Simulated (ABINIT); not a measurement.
An input for ABINIT 10.8.3 (BP (F-43m)):

```
acell 3*1.0 Angstrom
rprim 
  0.000000000000 2.269000000000 2.269000000000
  2.269000000000 0.000000000000 2.269000000000
  2.269000000000 2.269000000000 0.000000000000
ntypat 2
znucl 5 15
natom 2
typat 1 2
xred 
  0.000000000000 0.000000000000 0.000000000000
  0.250000000000 0.250000000000 0.250000000000
pp_dirpath "pseudos"
pseudos "B.upf, P.upf"
ecut 34
ngkpt 6 6 6
nshiftk 1
shiftk 0 0 0
kptopt 1
chksymbreak 0
istwfk *1
occopt 1
irdwfk 1
optdriver 3
nband 101
ecuteps 8.4
inclvkb 2
awtr 1
symchi 1
ppmfrq 5 eV
indata_prefix "in"
outdata_prefix "out"
tmpdata_prefix "tmp"
```

```sh
OMP_NUM_THREADS=1 mpirun -n 8 abinit run.abi > log
```

Question: How long will it take on 8 MPI ranks of Arm Neoverse V2, shared host, and how much memory?

It took 19 s; on shared hardware allow 9.3 s to 37 s. Peak host memory was 1.1 GiB.

[Paths, hosts, dates, memory and timing lines, banners, echoed tables and standing remarks are left out of the program output.]

[Logs are printed without paths, hosts, clocks, repeated set-up lines and the standing remarks that a program may print on its own settings, such as how far it seeks lower states.]

[Runs of the session that timed out or met a known fault of the program may be left out.]

[Hosts, paths, dates, database ids (printed as entryN), source tags and the programs' standing remarks are cut or masked in the printed files.]

[G0W0 gaps are taken among the corrected bands and points alone; a level outside them can change the order at an edge.]

[Where Ansatz stands beside ABINIT at settings called matched, ABINIT's density can come from a denser mesh and the files from another edition; pairs whose starting gaps differed by over 0.03 eV were left out, so agreement reads better than it is.]
